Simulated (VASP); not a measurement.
# Si (P1) in VASP: a series of runs, part 2 of 2

VASP 6.6.1. The steps go on from the part before.

### 4 Single point, PBEsol

The input, INCAR:

```
PREC = Accurate
ENCUT = 520
EDIFF = 1E-7
ISMEAR = -1
SIGMA = 0.36
LREAL = Auto
LASPH = True
NELM = 100
ALGO = Fast
ISIF = 2
LWAVE = False
LCHARG = False
GGA = PS
NBANDS = 46
```

The input, KPOINTS:

```
Automatic mesh
0
Gamma
  2 2 2
```

The input, POSCAR:

```
Si
1.0
    0.0000000000      5.6889540000      5.6889540000
    5.6889540000      0.0000000000      5.6889540000
    5.6889540000      5.6889540000      0.0000000000
Si
16
Direct
   -0.1358685621      0.4752103814     -0.1068825658
    0.1203033106      0.1005457242      0.2082280855
    0.1053269195     -0.2913716652      0.3815815702
    0.1934802074     -0.2851842360      0.9016596021
    0.1668320749      0.4070871376      0.2297961980
   -0.0914930935      0.8758376320      0.1801561412
    0.1979889449      0.4747181995      0.6254664742
   -0.1317729059      0.8662137187      0.7233579319
    0.5394313260     -0.0187732226     -0.0761475660
    0.4854231551      0.1243550220      0.1196441384
    0.6183298371      0.0479437872      0.3565418177
    0.7572130131      0.1993424450      0.3800083460
    0.6476849699      0.4990987798     -0.2574550612
    0.4661401727      0.5360299978      0.1723251761
    0.4180997069      0.4115431413      0.7276996791
    0.6203073535      0.6074930471      0.4339286273
```

Potentials or basis: VASP PAW PBE potentials, release 64 (Si).

On the command line:

```console
$ cat potpaw_PBE.64/Si/POTCAR > POTCAR
$ mpirun -np 1 vasp_std > vasp.out
```

OUTCAR:

```text
PREC = Accurate
   ENCUT = 520
   EDIFF = 1E-7
   ISMEAR = -1
   LREAL = Auto
   LASPH = True
   NELM = 100
   ISIF = 2
   GGA = PS

 ion  position               nearest neighbor table
   1  0.864  0.475  0.893-   7 2.46  13 2.47   8 2.74  14 2.81
   2  0.120  0.101  0.208-  12 2.41  10 2.74   5 2.77   3 2.78   9 2.96
   3  0.105  0.709  0.382-   7 2.08   6 2.28  14 2.57   2 2.78   8 2.94   5 2.96
   4  0.193  0.715  0.902-   5 2.56   6 2.60  15 2.77  13 3.03   8 3.03
   5  0.167  0.407  0.230-  10 2.54   4 2.56   2 2.77  14 2.83   3 2.96
   6  0.909  0.876  0.180-  11 2.19   3 2.28   4 2.60  10 3.11  12 3.15
   7  0.198  0.475  0.625-  15 2.05   3 2.08   1 2.46  14 3.10   8 3.10
   8  0.868  0.866  0.723-   9 2.29   1 2.74  12 2.88   3 2.94   4 3.03   7 3.10
   9  0.539  0.981  0.924-  10 2.15   8 2.29  15 2.85   2 2.96
  10  0.485  0.124  0.120-   9 2.15  11 2.32   5 2.54   2 2.74  15 2.96   6 3.11
  11  0.618  0.048  0.357-  12 2.14   6 2.19  10 2.32
  12  0.757  0.199  0.380-  11 2.14   2 2.41   8 2.88  14 2.94  16 3.08   6 3.15
  13  0.648  0.499  0.743-  16 2.27  15 2.35   1 2.47   4 3.03  14 3.12
  14  0.466  0.536  0.172-   3 2.57   1 2.81   5 2.83  12 2.94   7 3.10  13 3.12
[... 207 lines left out ...]
  band No.  band energies     occupation
      1      -7.4453      2.00000
      2      -5.9899      2.00000
      3      -5.5096      2.00000
      4      -4.9518      2.00000
      5      -4.5928      2.00000
      6      -3.9976      2.00000
[... 365 lines left out ...]
     43       7.3338      0.00071
     44       7.5305      0.00041
 [bands above 44 left out]

------------------------ aborting loop because EDIFF is reached ----------------------------------------

  FORCE on cell =-STRESS in cart. coord.  units (eV):
  Direction    XX          YY          ZZ          XY          YZ          ZX
  --------------------------------------------------------------------------------------
  -------------------------------------------------------------------------------------
  Total       -6.8773212      1.0657442     -7.9016540      5.8561354      4.6939511     -1.0620262
  in kB      -29.9228274      4.6369915    -34.3796405     25.4797072     20.4231103     -4.6208145
  external PRESSURE =     -19.8884921 kB  Pullay stress =       0.0000000 kB

 VOLUME and BASIS-vectors are now :
 -----------------------------------------------------------------------------
  energy-cutoff  :      520.00
  volume of cell :      368.24
      direct lattice vectors                 reciprocal lattice vectors
     0.000000000  5.688954000  5.688954000    -0.087889619  0.087889619  0.087889619
     5.688954000  0.000000000  5.688954000     0.087889619 -0.087889619  0.087889619
     5.688954000  5.688954000  0.000000000     0.087889619  0.087889619 -0.087889619

 POSITION                                       TOTAL-FORCE (eV/Angst)
 -----------------------------------------------------------------------------------
      7.78435      9.99691      7.61945         0.344691     -0.231655      0.208772
      1.75660      1.86900      1.25640        -0.275848      0.070566      0.225953
      6.20215      2.77000      4.63055        -0.016352     -2.299906      2.089009
      9.19605      6.23020      5.16725        -0.149372      0.034666     -0.681436
      3.62320      2.25640      3.26500        -0.228030     -0.312655      0.464182
      6.00750      6.19335     10.15105        -2.134982      0.145965      0.483921
[... 8 lines left out ...]
      6.48110      6.51840      4.71980         0.293669      4.102254      0.595653
      5.92460      5.99750      6.98490        -0.899399     -0.673079      0.779140
 -----------------------------------------------------------------------------------
    total drift:                               -0.006883     -0.002437     -0.003461

  FREE ENERGIE OF THE ION-ELECTRON SYSTEM (eV)
  ---------------------------------------------------
  free  energy   TOTEN  =       -78.1996897126 eV

  energy  without entropy=      -74.6015151605  energy(sigma->0) =      -76.40060244
```

OSZICAR:

```text
N       E                     dE             d eps       ncg     rms          rms(c)
DAV:   1     0.156263506374E+03    0.15626E+03   -0.23675E+04   736   0.113E+03
DAV:   2    -0.651273229465E+02   -0.22139E+03   -0.20927E+03   888   0.164E+02
DAV:   3    -0.798752685633E+02   -0.14748E+02   -0.14097E+02   912   0.372E+01
[... 29 lines left out ...]
RMM:  33    -0.781996892496E+02   -0.15368E-06   -0.15408E-06    87   0.251E-04    0.603E-06
RMM:  34    -0.781996893837E+02   -0.13411E-06   -0.13452E-06    79   0.251E-04    0.664E-06
RMM:  35    -0.781996895072E+02   -0.12352E-06   -0.12338E-06    75   0.251E-04    0.729E-06
RMM:  36    -0.781996896144E+02   -0.10718E-06   -0.10761E-06    69   0.251E-04    0.772E-06
RMM:  37    -0.781996897126E+02   -0.98271E-07   -0.97997E-07    69   0.251E-04
   1 F= -.78199690E+02 E0= -.76400602E+02  d E =-.359817E+01
```

stdout:

```text
POSCAR found type information on POSCAR Si
 POSCAR found :  1 types and      16 ions
 scaLAPACK will be used
 -----------------------------------------------------------------------------
|                                                                             |
|                                                                             |
|     You enforced a specific xc type in the INCAR file but a different       |
|     I HOPE YOU KNOW WHAT YOU ARE DOING!                                     |
|                                                                             |
 -----------------------------------------------------------------------------

 LDA part: xc-table for (Slater+PW92), standard interpolation
 POSCAR, INCAR and KPOINTS ok, starting setup
 FFT: planning ... GRIDC
 FFT: planning ... GRID_SOFT
 FFT: planning ... GRID
 WAVECAR not read
 entering main loop
```

It took 2.8 min on 1 thread of Intel Xeon 6975P-C (Granite Rapids), shared host; peak memory 0.48 GiB.

Results:

```yaml
Free_energy: -78.1997 eV
Pressure: -2.0 GPa
Largest_force: 4.156 eV/Å
Band_gap_on_the_k_mesh: none (metal or under the smearing width)
```

Forces on the atoms (eV/Å):
```
Si   0.345 -0.232  0.209
Si  -0.276  0.071  0.226
Si  -0.016 -2.300  2.089
Si  -0.149  0.035 -0.681
Si  -0.228 -0.313  0.464
Si  -2.135  0.146  0.484
Si  -0.138 -0.672 -3.480
Si  -1.410  0.717  0.171
Si  -0.847 -1.454 -1.171
Si   2.419  0.000  0.599
Si   0.359 -1.312 -2.653
Si   1.886  1.010  2.039
Si   0.985  0.965  0.300
Si  -0.188 -0.091  0.030
Si   0.294  4.102  0.596
Si  -0.899 -0.673  0.779
```

Levels at points of the mesh, in eV from the Fermi level:
| k point | band 28 | band 29 | band 30 | band 31 | band 32 | band 33 | band 34 | band 35 | band 36 | band 37 |
| --- | --- | --- | --- | --- | --- | --- | --- | --- | --- | --- |
| (0.00, 0.00, 0.00) | -0.89 | -0.66 | -0.55 | -0.23 | -0.03 | 0.02 | 0.14 | 0.31 | 0.38 | 0.81 |
| (0.50, 0.00, 0.00) | -1.01 | -0.83 | -0.51 | -0.42 | -0.27 | 0.13 | 0.52 | 0.58 | 0.95 | 1.18 |
| (0.00, 0.50, 0.00) | -0.93 | -0.89 | -0.79 | -0.38 | -0.25 | 0.27 | 0.40 | 0.62 | 0.68 | 1.07 |
| (0.00, 0.00, 0.50) | -1.01 | -0.98 | -0.68 | -0.54 | -0.33 | 0.09 | 0.42 | 0.86 | 1.25 | 1.42 |
| (0.50, 0.50, 0.50) | -1.07 | -0.74 | -0.68 | -0.39 | -0.15 | 0.15 | 0.34 | 0.84 | 1.01 | 1.15 |
| (0.50, 0.50, 0.00) | -1.13 | -0.76 | -0.65 | -0.33 | -0.07 | 0.20 | 0.51 | 0.64 | 0.73 | 1.07 |
| (0.00, 0.50, 0.50) | -0.82 | -0.70 | -0.47 | -0.34 | -0.25 | -0.03 | 0.37 | 0.73 | 0.85 | 1.10 |
| (0.50, 0.00, 0.50) | -0.98 | -0.84 | -0.57 | -0.39 | -0.12 | 0.17 | 0.25 | 0.66 | 0.86 | 0.93 |

Caveat: the k mesh is coarse (spacing up to 0.48 Å⁻¹), so the values aren't converged; the PAW data sets were made with another functional, which shifts forces and pressure a little.

### 5 Molecular dynamics, PBEsol

The input, INCAR:

```
SYSTEM = Si
PREC = Accurate
ENCUT = 520
EDIFF = 1E-5
ISMEAR = -1
SIGMA = 0.36
LREAL = Auto
LASPH = .TRUE.
NELM = 100
ALGO = Normal
ISIF = 2
LWAVE = .FALSE.
LCHARG = .FALSE.
GGA = PS
NBANDS = 46
IBRION = 0
NSW = 40
POTIM = 1.5
TEBEG = 4200.0
TEEND = 4200.0
ISYM = 0
NELMIN = 4
RANDOM_SEED = 770269 0 0
MDALGO = 3
LANGEVIN_GAMMA = 20
```

The input, KPOINTS:

```
Automatic mesh
0
G
  2 2 2
  0 0 0
```

The input, POSCAR:

```
Si
1.0
    0.0000000000      5.6889540000      5.6889540000
    5.6889540000      0.0000000000      5.6889540000
    5.6889540000      5.6889540000      0.0000000000
Si
16
Direct
    0.0000000000      0.0000000000      0.0000000000
    0.1250000000      0.1250000000      0.1250000000
    0.0000000000      0.0000000000      0.5000000000
    0.1250000000      0.1250000000      0.6250000000
    0.0000000000      0.5000000000      0.0000000000
    0.1250000000      0.6250000000      0.1250000000
    0.0000000000      0.5000000000      0.5000000000
    0.1250000000      0.6250000000      0.6250000000
    0.5000000000      0.0000000000      0.0000000000
    0.6250000000      0.1250000000      0.1250000000
    0.5000000000      0.0000000000      0.5000000000
    0.6250000000      0.1250000000      0.6250000000
    0.5000000000      0.5000000000      0.0000000000
    0.6250000000      0.6250000000      0.1250000000
    0.5000000000      0.5000000000      0.5000000000
    0.6250000000      0.6250000000      0.6250000000
```

Potentials or basis: VASP PAW PBE potentials, release 64 (Si).

On the command line:

```console
$ cat potpaw_PBE.64/Si/POTCAR > POTCAR
$ mpirun -np 1 vasp_std > vasp.out
```

OUTCAR:

```text
SYSTEM = Si
   PREC = Accurate
   ENCUT = 520
   EDIFF = 1E-5
   ISMEAR = -1
   LREAL = Auto
   LASPH = .TRUE.
   NELM = 100
   ISIF = 2
   GGA = PS
   IBRION = 0
   NSW = 40
   POTIM = 1.5
   TEBEG = 4200.0
   ISYM = 0
   NELMIN = 4

 ion  position               nearest neighbor table
   1  0.000  0.000  0.000-   2 2.46   4 2.46   6 2.46  10 2.46
   2  0.125  0.125  0.125-   1 2.46   3 2.46   5 2.46   9 2.46
   3  0.000  0.000  0.500-   2 2.46   4 2.46   8 2.46  12 2.46
   4  0.125  0.125  0.625-   1 2.46   3 2.46   7 2.46  11 2.46
   5  0.000  0.500  0.000-   6 2.46   8 2.46   2 2.46  14 2.46
   6  0.125  0.625  0.125-   5 2.46   7 2.46   1 2.46  13 2.46
[... 8 lines left out ...]
  15  0.500  0.500  0.500-  14 2.46  16 2.46   8 2.46  12 2.46
  16  0.625  0.625  0.625-  13 2.46  15 2.46   7 2.46  11 2.46

IMPORTANT INFORMATION: All symmetrisations will be switched off!
NOSYMM: (Re-)initialisation of all symmetry stuff for point group C_1.

----------------------------------------------------------------------------------------

                                     Primitive cell

  volume of cell :     368.2369

  direct lattice vectors                    reciprocal lattice vectors
     0.000000000  5.688954000  5.688954000    -0.087889619  0.087889619  0.087889619
     5.688954000  0.000000000  5.688954000     0.087889619 -0.087889619  0.087889619
[... 327 lines left out ...]

 number of electron      64.0000000 magnetization

------------------------ aborting loop because EDIFF is reached ----------------------------------------
[... 115 lines left out ...]
--------------------------------------- Ionic step       40  -------------------------------------------

 number of electron      64.0000000 magnetization

 Free energy of the ion-electron system (eV)
  ---------------------------------------------------
  ext. energy  EPLUGINS =         0.00000000
  ---------------------------------------------------
  free energy    TOTEN  =       -83.46566746 eV

  energy without entropy =      -80.49336741  energy(sigma->0) =      -81.97951743

 E-fermi :   4.6183     XC(G=0):  -9.0947

 val. band max:        4.5751194655   @ k =   0.0000   0.0000   0.0000
 cond. band min:       4.6926315588   @ k =   0.5000   0.0000   0.0000
 fundamental gap:      0.1175120934
 Fermi energy:         4.6182967473

 k-point     1 :       0.0000    0.0000    0.0000
  band No.  band energies     occupation
      1      -6.8817      2.00000
      2      -5.0254      2.00000
      3      -4.9723      2.00000
      4      -4.7419      2.00000
      5      -4.4964      2.00000
      6      -3.9881      2.00000
[... 365 lines left out ...]
     43       7.8656      0.00024
     44       8.0858      0.00013
 [bands above 44 left out]

------------------------ aborting loop because EDIFF is reached ----------------------------------------

  FORCE on cell =-STRESS in cart. coord.  units (eV):
  Direction    XX          YY          ZZ          XY          YZ          ZX
  --------------------------------------------------------------------------------------
  -------------------------------------------------------------------------------------
  Total      -14.4294170    -15.2381920    -15.2411191     -2.4622811     -4.7461140      4.9817932
  in kB      -62.7815601    -66.3004937    -66.3132291    -10.7132430    -20.6500678     21.6754947
  external PRESSURE =     -65.1317610 kB  Pullay stress =       0.0000000 kB
[... 37 lines left out ...]
  ENERGY OF THE ELECTRON-ION-THERMOSTAT SYSTEM (eV)
  ---------------------------------------------------
% ion-electron   TOTEN  =       -83.465667  see above
  kinetic energy EKIN   =         6.617285
  kin. lattice  EKIN_LAT=         0.000000  (temperature 3199.58 K)
  nose potential ES     =         0.000000
  nose kinetic   EPS    =         0.000000
  ---------------------------------------------------
  total energy   ETOTAL =       -76.848383 eV
```

OSZICAR:

```text
N       E                     dE             d eps       ncg     rms          rms(c)
DAV:   1     0.141436776713E+03    0.14144E+03   -0.23559E+04   736   0.112E+03
DAV:   2    -0.772945748743E+02   -0.21873E+03   -0.20622E+03   910   0.159E+02
[... 278 lines left out ...]
DAV:   1    -0.834617764403E+02    0.14673E+00   -0.14696E-01   788   0.201E+00    0.277E-01
DAV:   2    -0.834658060630E+02   -0.40296E-02   -0.41894E-02   856   0.699E-01    0.123E-01
DAV:   3    -0.834657354606E+02    0.70602E-04   -0.68158E-04   952   0.114E-01    0.949E-02
DAV:   4    -0.834656681271E+02    0.67334E-04   -0.16792E-04   864   0.434E-02    0.389E-02
DAV:   5    -0.834656674564E+02    0.67074E-06   -0.39609E-05   640   0.205E-02
     40 T=  3200. E= -.76848383E+02 F= -.83465667E+02 E0= -.81979517E+02  EK= 0.66173E+01 SP= 0.00E+00 SK= 0.00E+00
```

CONTCAR:

```text
Si
   1.00000000000000
     0.0000000000000000    5.6889539999999998    5.6889539999999998
     5.6889539999999998    0.0000000000000000    5.6889539999999998
     5.6889539999999998    5.6889539999999998    0.0000000000000000
  Si
    16
Direct
    -0.0143143568012365    0.0372986272765264   -0.0422249680014561
     0.1149722654214226    0.1364776304360677    0.0720502858928119
     0.0094090303910915   -0.0357402682018849    0.4497200551078061
     0.0699604944515136    0.1280249243191471    0.5797201839485424
     0.1004049550587005    0.5063327566957456   -0.0603805466023767
     0.0728578562935345    0.6703388024464503    0.1150267592664070
[... 8 lines left out ...]
     0.5292677301693400    0.4525038285785908    0.5105923554399033
     0.5610035703704073    0.6718179261555659    0.6250581180739965

  0.16135455E-01 -0.10089987E-01 -0.42308493E-02
 -0.11334404E-01 -0.73652998E-02  0.24927866E-01
 -0.30089303E-01 -0.17227659E-01 -0.85225235E-02
 -0.74028058E-02 -0.10025181E-01  0.55048442E-02
 -0.31437035E-02  0.94325518E-02  0.40118228E-02
  0.16120114E-01 -0.35779780E-02 -0.95214609E-02
[... 8 lines left out ...]
  0.19863326E-02  0.18064927E-01  0.11762433E-01
  0.43105743E-02 -0.16303358E-02  0.34558086E-03

           1
   1.50000000000000
  0.10000000E+01  0.00000000E+00  0.00000000E+00  0.00000000E+00
  0.98167046E+00  0.40198272E-01  0.95912980E+00
  0.11878188E+00  0.13924072E+00  0.66298670E-01
  0.99810758E-02  0.96144056E+00  0.44460561E+00
  0.70340503E-01  0.12909637E+00  0.57669685E+00
  0.10259183E+00  0.50520367E+00  0.93991964E+00
  0.69005713E-01  0.67168043E+00  0.11793550E+00
[... 40 lines left out ...]
  0.00000000E+00  0.00000000E+00  0.00000000E+00
  0.00000000E+00  0.00000000E+00  0.00000000E+00
```

Wall time 25 min (1 thread of Intel Xeon 6975P-C (Granite Rapids), shared host); peak memory 0.68 GiB.

Caveat: the k mesh is coarse (spacing up to 0.48 Å⁻¹), so the values aren't converged; the PAW data sets were made with another functional, which shifts forces and pressure a little.
